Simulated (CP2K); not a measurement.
# MgS: single point with PBE

MgS:

```xyz
2
Lattice="4.0066 0.0000 0.0000 2.0033 3.4698 0.0000 2.0033 1.1566 3.2714" Properties=species:S:1:pos:R:3 pbc="T T T"
S     2.0033    1.1566    0.8179
Mg    0.0000    0.0000    0.0000
```

The cell comes from a database or a generator and needn't be the stable form of this composition.

```yaml
Program: CP2K 2026.2
Task: single point
Functional: PBE
Potentials_or_basis: all electrons (GAPW); pob-DZVP-rev2 basis
Density_cutoff: 6803 eV
k_mesh: 8 × 8 × 8
Occupations: fermi-dirac, width 0.05 eV
Spin: no spin polarisation
SCF_solver: diagonalisation with k points
Quickstep_method: GAPW
EPS_DEFAULT: 1.0E-9
EPS_SCF: 1.0E-6
MAX_SCF: 100
SCF_GUESS: ATOMIC
k_points_reduced_by_the_point_group: yes
Mesh_centred_on_Gamma: yes
CHOLESKY: OFF
EPS_EIGVAL: 1.0E-7
MIXING_METHOD: BROYDEN_MIXING
MIXING_ALPHA: 0.2
NBUFFER: 8
NGRIDS: 5
Basis_sets: S pob-DZVP-rev2, Mg pob-DZVP-rev2
Potentials: S ALL, Mg ALL
ADDED_MOS: "[10]"
REL_CUTOFF_Ry: 60 Ry
MIXING_BETA_1/bohr: 1.5 1/bohr
CUTOFF_of_the_grids: 500 Ry
```

The pressure is 0.5 GPa and the band gap on the k mesh is 4.57 eV, indirect (least direct gap 4.69 eV). The mulliken charges are S -1.43; Mg +1.43 e and the hirshfeld charges are S -0.57; Mg +0.57 e.

Levels at points of the mesh, in eV from the valence-band top:
| k point | band 12 | band 13 | band 14 | band 15 | band 16 | band 17 |
| --- | --- | --- | --- | --- | --- | --- |
| (0.00, 0.00, 0.00) | 0.00 | 0.00 | 0.00 | 4.69 | 8.62 | 8.62 |
| (0.00, 0.00, 0.50) | -3.07 | -0.33 | -0.33 | 5.61 | 8.23 | 8.23 |
| (0.00, 0.50, 0.50) | -2.83 | -1.05 | -1.05 | 4.57 | 6.11 | 11.76 |

It took 13 s on 1 thread of Arm Neoverse V2 (shared host), peak memory 0.26 GiB.

Caveat: Mulliken charges move with the basis; the basis of atomic orbitals isn't converged, which shifts pressures, moduli and gaps. A k mesh can miss the band edges.
